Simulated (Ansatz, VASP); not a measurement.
## Two plane-wave programs on Cs

```
Cs
1.0
     5.56631    0.00000    0.00000
    -2.78315    4.82056    0.00000
     0.00000    0.00000    9.25848
Cs
2
Direct
  0.33333 0.66667 0.25000
  0.66667 0.33333 0.75000
```

Alike in both runs: task single point; functional r2SCAN; k mesh 6 × 6 × 2; occupations gaussian, width 0.1 eV; no spin polarisation.

```csv
,VASP,Ansatz
version,VASP 6.6.1,Ansatz 0.2.0
potentials or method,"VASP PAW PBE potentials, release 64 (Cs_sv)","scalar-relativistic, plane waves, PAW"
plane-wave cutoff (eV),520,500
valence electrons in the cell,18,18
```

|  | VASP | Ansatz | Ansatz less VASP |
| --- | --- | --- | --- |
| gap on the k mesh at the Fermi level (eV) | none | none | - |
| pressure (GPa) | 0.0 | 0.0 | 0.00 |
| largest component of the traceless stress (GPa) | 0.14 | 0.14 | 0.000 |

A gap of «none» marks a metal or a gap that the smearing closes. The functional is the same, so the differences come from potentials, cutoffs and numerics.

Caveats: the PAW data sets were made with another functional, which shifts forces and pressure a little (VASP). The runs have no spin-orbit coupling, so splittings on Cs are missing.
